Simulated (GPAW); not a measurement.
AlAu, 2 atoms in the cell. It takes space group Pm-3m (No. 221, cubic). Conventional cell: a = 3.224 Å, b = 3.224 Å, c = 3.224 Å, α = 90.00°, β = 90.00°, γ = 90.00°. Au (site symmetry m-3m) has 8 Al at 2.79 Å as nearest neighbours. Al (site symmetry m-3m) has 8 Au at 2.79 Å as nearest neighbours. The cell comes from a database or a generator and needn't be the stable form of this composition.

```yaml
Program: GPAW 26.7.0
Task: single point
Functional: PBEsol
Potentials_or_basis: PAW data sets generated in the run's folder for this functional
Cutoff: 500 eV
Basis: pw
k_mesh: 7 × 7 × 7
Occupations: fermi-dirac, width 0.05 eV
Spin: no spin polarisation
Maxiter: 120
Convergence: default
```

Potentials or basis: PAW data sets generated in the run's folder for this functional, pw.

Command:

```console
$ gpaw-setup -f PBEsol Al Au
$ OMP_NUM_THREADS=1 python run.py
```

Hardware: 1 thread of Arm Neoverse V1 (shared host).

Task: Estimate the wall time of this run.

Result: Wall time 12 s on 1 thread of Arm Neoverse V1, on a shared host, peak memory 0.13 GiB. Counts: scf iterations 8, plane waves 870, bands 17, k points 20.
